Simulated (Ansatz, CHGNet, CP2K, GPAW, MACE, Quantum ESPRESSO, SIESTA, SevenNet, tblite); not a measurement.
# Running AlP(100) slab, H on both faces (90 atoms) with tblite

Wanted: tblite inputs and outputs for AlP(100) slab, H on both faces (90 atoms), checked against a plane-wave reference.

Calculated with tblite 0.8.0; the method is named at each step.

## (1) The structure

The cell holds 90 atoms: 27 Al, 27 P and 36 H. Its edges and angles: a = 11.589 Å, b = 11.589 Å, c = 18.561 Å, α = 90.0°, β = 90.0°, γ = 90.0°. It derives from AlP (zinc-blende). Zinc-blende AlP (a = 5.463 Å), (100) slab of 6 atomic planes, 3 x 3 surface cells, H on the broken bonds of both faces, 10 Å of vacuum; displaced by a Gaussian of 0.02 Å. Then every atom was moved at random, 0.02 Å r.m.s. a Cartesian component (hydrogen 0.6 of that). Regions: slab, 54 atoms (27 Al and 27 P); hydrogen, 36 atoms (36 H). Vacuum lies along c.

The yardstick, on the same geometry:

| Quantity | Value |
| --- | --- |
| method | Kohn-Sham DFT, PBE, SSSP efficiency 1.3.0 pseudopotentials, plane waves (Quantum ESPRESSO 7.5); sssp-pbe-1.3.0-efficiency, cutoffs 45/360 Ry, Γ point |
| r.m.s. force component | 0.5146 eV/Å |
| longest force | 2.247 eV/Å |
| time | 5 min on 4 MPI ranks of Arm Neoverse V2, shared host |
| CPU time | 20 min |

## (2) GFN1-xTB

Method: GFN1-xTB tight binding, diagonalisation.

Contents of run.py:

```python
import numpy as np
from ase.io import read
from tblite.ase import TBLite

atoms = read("structure.xyz")
atoms.calc = TBLite(method="GFN1-xTB", electronic_temperature=580, accuracy=1.0, max_iterations=250, mixer_damping=0.1, verbosity=1)
energy = atoms.get_potential_energy()
forces = atoms.get_forces()
print(f"energy {energy:.6f} eV")
print("forces (eV/A)")
for i, (a, f) in enumerate(zip(atoms, forces)):
    print(f"{i:4d} {a.symbol:2s} {f[0]:10.5f} {f[1]:10.5f} {f[2]:10.5f}")
print("charges (e)")
print(np.array2string(atoms.get_charges(), precision=4, suppress_small=True, max_line_width=110, threshold=100000))
```

Contents of structure.xyz:

```xyz
90
Lattice="11.58877 0.00000 0.00000 0.00000 11.58877 0.00000 0.00000 0.00000 18.56080" Properties=species:S:1:pos:R:3 pbc="T T T"
Al 3.08111 1.96464 7.17152
P 3.07717 3.82429 5.85742
Al 1.17939 3.88328 9.88957
P 1.21427 1.94506 8.53203
Al 3.08690 1.95700 12.62190
P 3.05410 3.85083 11.28385
Al 3.12120 5.81976 7.21700
P 3.08794 7.72600 5.81937
Al 1.14787 7.71592 9.91351
P 1.15772 5.85117 8.56340
Al 3.08342 5.84561 12.69614
P 3.14345 7.77120 11.30872
Al 3.06917 9.70641 7.17208
P 3.05758 11.58657 5.80285
Al 1.18101 11.53071 9.87546
P 1.18171 9.67685 8.57862
Al 3.09930 9.61926 12.63916
P 3.07473 11.54299 11.23949
Al 6.96972 1.92003 7.21662
P 6.97412 3.91457 5.81547
Al 5.00391 3.89267 9.92297
P 5.01481 1.95514 8.55374
Al 6.97737 1.94332 12.69503
P 6.92510 3.88212 11.28237
Al 6.94909 5.80041 7.15575
P 6.96879 7.69228 5.84944
Al 5.03011 7.75520 9.91833
P 5.02686 5.78419 8.59309
Al 6.97818 5.80783 12.65568
P 6.88628 7.75254 11.28237
Al 6.96288 9.61045 7.17264
P 6.94457 0.00139 5.76721
Al 5.02292 0.04589 9.86562
P 4.96903 9.61648 8.55115
Al 6.98305 9.69401 12.63248
P 6.95825 0.00012 11.26344
Al 10.77999 1.93706 7.21069
P 10.81626 3.85048 5.80693
Al 8.90307 3.84828 9.96270
P 8.91084 1.94008 8.54632
Al 10.85288 1.98678 12.64751
P 10.78694 3.84782 11.28589
Al 10.81035 5.78488 7.17579
P 10.81765 7.64697 5.77074
Al 8.88928 7.71592 9.92316
P 8.85741 5.77828 8.56395
Al 10.82739 5.76321 12.65048
P 10.79413 7.74280 11.29202
Al 10.83388 9.64533 7.22052
P 10.83318 0.03059 5.81027
Al 8.85394 11.54995 9.91704
P 8.90887 9.63201 8.57101
Al 10.79934 9.65773 12.68297
P 10.85126 11.56246 11.29350
H 4.22005 3.85790 4.96817
H 1.90264 3.86636 4.98246
[... 30 atom lines left out ...]
H 0.37779 0.00093 5.02534
H 9.65750 11.58309 4.99601
H 0.51095 9.68450 13.56813
H 9.50175 9.64800 13.51913
```

Run with:

```bash
$ OMP_NUM_THREADS=1 python run.py > output.txt
```

The program printed:

```text
------------------------------------------------------------
  cycle        total energy    energy error   density error
------------------------------------------------------------
      1     -124.3630688891  -1.2466487E+02   3.8109365E-01
      2     -125.9001318398  -1.5370630E+00   3.0745411E-01
      3     -125.8924581380   7.6737018E-03   1.9094492E-01
      4     -125.8880481580   4.4099800E-03   9.3060029E-02
      5     -125.9674788064  -7.9430648E-02   5.0660309E-02
      6     -125.9157727753   5.1706031E-02   2.7668369E-02
      7     -125.9990425162  -8.3269741E-02   1.9344476E-02
      8     -126.0314619511  -3.2419435E-02   9.7580201E-03
      9     -126.0256171054   5.8448456E-03   7.0187803E-03
     10     -126.0335189840  -7.9018785E-03   2.3901538E-03
     11     -126.0337151360  -1.9615200E-04   1.0669296E-03
     12     -126.0337536858  -3.8549795E-05   7.7996318E-04
     13     -126.0336368950   1.1679072E-04   9.1789684E-04
     14     -126.0337541338  -1.1723875E-04   5.2158384E-04
     15     -126.0338156488  -6.1514965E-05   1.1566512E-04
     16     -126.0338181534  -2.5046165E-06   6.2479101E-05
     17     -126.0338188658  -7.1238010E-07   2.1468524E-05
     18     -126.0338188856  -1.9859698E-08   1.5962665E-05
------------------------------------------------------------
 total:                                   3.407 sec
energy -3429.554898 eV
forces (eV/A)
   0 Al    0.31027   -0.74973    0.82691
   1 P    -0.18624    0.83182   -0.67328
   2 Al   -0.31168   -0.04723    0.65935
   3 P    -0.72716   -0.12738   -0.83974
   4 Al   -0.01922   -0.64383    0.30065
   5 P     0.21274    0.70394   -0.18823
   6 Al   -0.11142   -0.20537    0.50636
   7 P     0.07811    0.25897    0.38772
   8 Al    0.19572    0.43078    1.19640
   9 P    -0.04965   -0.46708   -1.31898
  10 Al    0.01502   -0.17745   -0.26767
  11 P    -0.69256   -0.83855   -0.75513
  12 Al    0.06779   -0.42377    0.67602
  13 P     1.03481    0.37631    0.40392
  14 Al   -0.21255    0.90410    1.09635
  15 P    -0.05921   -0.73065   -1.51902
  16 Al   -0.51895    0.63095    0.23195
  17 P     0.33177    0.41188    0.09421
  18 Al   -0.09353    0.14306    0.15730
  19 P    -0.43910   -0.67352    0.29668
  20 Al   -0.07842   -0.34664    0.87206
  21 P    -0.02455    0.21229   -1.23194
  22 Al   -0.35410   -0.01830   -0.40806
  23 P     0.18104   -0.17991   -0.15631
[...]
82 H    -1.07398    0.00742   -0.71473
  83 H     0.94948   -0.00567   -0.81650
  84 H    -2.48535   -0.13600    0.04905
  85 H     2.06665    0.02426    0.24732
  86 H    -0.78821    0.02483   -0.89777
  87 H     1.48322    0.01665   -0.39556
  88 H    -2.15873    0.01010    0.21042
  89 H     1.95151   -0.04929    0.35599
charges (e)
[ 0.0742 -0.0508  0.1898 -0.1604  0.2069 -0.1691  0.0644 -0.0667  0.1908 -0.1511  0.2012 -0.1726  0.0718
 -0.0658  0.1961 -0.1488  0.2116 -0.1777  0.0617 -0.0677  0.193  -0.1514  0.2081 -0.1741  0.0746 -0.055
  0.1987 -0.1513  0.2075 -0.173   0.0561 -0.0862  0.1919 -0.1579  0.2055 -0.1682  0.0729 -0.0706  0.1928
 -0.1486  0.2184 -0.1641  0.0702 -0.0845  0.1892 -0.1577  0.2038 -0.1717  0.0611 -0.0788  0.1878 -0.1492
  0.2027 -0.1807  0.04    0.0382 -0.0854 -0.0993  0.0432  0.0468 -0.0768 -0.0732  0.0557  0.0403 -0.091
 -0.0741  0.0507  0.0415 -0.0829 -0.0784  0.048   0.0461 -0.0909 -0.0792  0.0572  0.0515 -0.0696 -0.0984
  0.0493  0.0473 -0.0837 -0.1076  0.0519  0.0541 -0.0758 -0.091   0.0536  0.0458 -0.0787 -0.0741]
```

Elapsed: 3.9 s, on 1 thread of Arm Neoverse V2, shared host; peak memory 0.15 GiB.

Banners, paths, timers and routine set-up lines are dropped from the logs unmarked, and long logs keep their key lines alone; longer cuts are marked.

Against the reference:

```yaml
r_m_s_force_component: 0.8005 eV/Å
r_m_s_difference_of_force_components: 656.7 meV/Å
longest_difference_of_force_vectors: 2478 meV/Å
force_difference_over_r_m_s_force: 127.6 %
slope_of_forces_against_the_reference_s: 0.8957
correlation_of_force_components: 0.5758
```

Length of the force difference by element (eV/Å):

| element | atoms | mean | most |
| --- | --- | --- | --- |
| Al | 27 | 0.29 | 0.64 |
| H | 36 | 1.7 | 2.5 |
| P | 27 | 0.33 | 0.63 |

A closer look about P42, picked at random: 9 atoms, nearest first, numbered in the order of the input, with positions taken from that point.

| atom | x | y | z | distance (Å) | bonds | Mulliken charge (e) | Fx | Fy | Fz (eV/Å) |
| --- | --- | --- | --- | --- | --- | --- | --- | --- | --- |
| P42 | 0.00 | 0.00 | 0.00 | 0.00 | 4 | -0.16 | 0.61 | 0.33 | -0.53 |
| Al39 | -1.88 | 0.00 | -1.32 | 2.30 | 4 | 0.19 | -0.50 | 0.08 | 0.29 |
| Al41 | 0.07 | -1.86 | 1.36 | 2.31 | 4 | 0.22 | -0.43 | -0.71 | 0.01 |
| Al47 | 0.04 | 1.92 | 1.36 | 2.35 | 4 | 0.20 | 0.14 | 0.27 | 0.09 |
| Al3 | 1.98 | 0.04 | -1.40 | 2.42 | 4 | 0.19 | -0.31 | -0.05 | 0.66 |
| H82 | -1.23 | -1.89 | 2.29 | 3.21 | 1 | -0.11 | 2.28 | 0.01 | 0.21 |
| H81 | 1.29 | -1.89 | 2.27 | 3.22 | 1 | -0.08 | -1.80 | 0.12 | 0.33 |
| H86 | -1.26 | 1.97 | 2.24 | 3.24 | 1 | -0.09 | 2.07 | 0.02 | 0.25 |
| H85 | 1.35 | 1.92 | 2.28 | 3.27 | 1 | -0.08 | -2.49 | -0.14 | 0.05 |

Atoms are counted from 1 here, from 0 in the log.

Forces lie 128 % from the reference's, at 0.0033 times its CPU time (on 1 against 4 cores).

The difference per atom is largest on H (1.7 eV/Å on average, against 0.33 on P).

## (3) Summary of results

| Item | Value |
| --- | --- |
| force difference from the reference | tblite GFN1-xTB, 128 % |
| its CPU time | 3.9 s |

**Reading.** Tight binding differs by 128 % (tblite GFN1-xTB); it is another model, with fitted parameters of its own, and the xTB methods hold dispersion. One electronic-structure run takes under half the reference's CPU time: tblite GFN1-xTB, at 128 % in 3.9 s against 20 min, too far off to be of use. Periodic xTB results under one method name differ between programs and library versions. Caps of real hydrogen don't mimic the fractional bonds of a polar compound, so surface states and strained caps may belong to the model. The electronic-structure runs sample only Γ, in a cell whose shortest periodic width is 12 Å, which is coarse for a cell with partly filled levels.

[Also dropped from logs without a mark: logging warnings of Python, and SIESTA's first energy breakdown and zero terms.]

[Logs are printed without paths, hosts, clocks, repeated set-up lines and the standing remarks that a program may print on its own settings, such as how far it seeks lower states.]

[Hosts, paths, dates, database ids (printed as entryN), source tags and the programs' standing remarks are cut or masked in the printed files.]
